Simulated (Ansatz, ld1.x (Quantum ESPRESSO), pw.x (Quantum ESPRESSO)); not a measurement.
W (Z = 74): one change to the RRKJ potential, in the atom and in the diamond crystal

W (Z = 74), norm-conserving RRKJ (Kleinman–Bylander form), made with ld1.x (Quantum ESPRESSO) 7.5 (PBE, scalar-relativistic). Core [Xe] 4f14, reference 5d4 6s2 6p0. Waves: 6p (bound, empty): rc 2.85 bohr; 5d (bound): rc 2.70 bohr; 5f channel at 0.45 Ry: rc 2.85 bohr; 6s (bound): rc 2.75 bohr. Local part: the s channel. Core correction: none.

Change: all radii scaled by about 1.07 (s 2.94, p 3.04, d 2.88, f 3.04 bohr).

Cutoffs, loose and tight: the cutoffs (Ry, on a coarse ladder) from which the occupation-weighted sum of valence levels, in a spherical-Bessel basis at the reference potential, stays within 10 and 1 mRy of its value at 400 Ry. They do not see the model core or the augmentation charge, which bear on the density cutoff. Test errors are all-electron minus pseudo excitation energies from the reference, over the configurations 5d4 6s1 6p0; 5d4 6s0 6p0; 5d3 6s0 6p0; 5d4 6s0 6p1; 5d4.5 6s1.5 6p0; 5d4 6s1 6p1; 5d4 6s1.5 6p0; variants that change the core or the reference have their own tests.

Crystal test: diamond W in pw.x 7.5, no spin, 8³ k-points, Fermi–Dirac smearing 0.01 Ry, cutoffs set for each file from its atomic test. The reference is all-electron LAPW (Ansatz 0.2.0) with the same functional, mesh and smearing; V0 and B0 come from Birch–Murnaghan fits to the pressures at five volumes. Errors are pseudo minus all-electron; Δ is the rms difference of the E(V) curves that follow from these fits, minima aligned, over ±6 % about the mean V0. Mesh and smearing are coarse, so the numbers serve the comparison and aren't converged zero-temperature values; the lattice is a test structure that the element need not adopt.

All-electron: a0 = 5.834 Å (V0 = 24.82 Å³/atom), B0 = 119.3 GPa.

Problem. Does the change bring the crystal closer to the all-electron result?

Solution. The mean pressure error goes from -0.68 to -1.61 GPa, so the change moves the solid further from the all-electron pressures.

```tsv
quantity	base	changed
outcome (atom)	generated	generated
cutoff, loose (atom)	21 Ry	18 Ry
cutoff, tight (atom)	25 Ry	21 Ry
bound ghosts (atom)	none	none
largest test error (meV) (atom)	+71	+65
cutoffs in pw.x (Ry)	35/140	35/140
a0 (Å)	5.823	5.806
a0 error (%)	-0.19	-0.48
B0 error (%)	-6.7	-7.3
Δ (meV/atom)	4.0	9.3
mean pressure error (GPa)	-0.68	-1.61
```

Base: The largest radius (2.85 bohr) exceeds half the bond length (2.39 bohr), so the spheres overlap, which is one possible source of error among others. Changed file: The largest radius (3.04 bohr) exceeds half the bond length (2.39 bohr), so the spheres overlap, which is one possible source of error among others. The atomic cutoffs weigh occupied waves only.
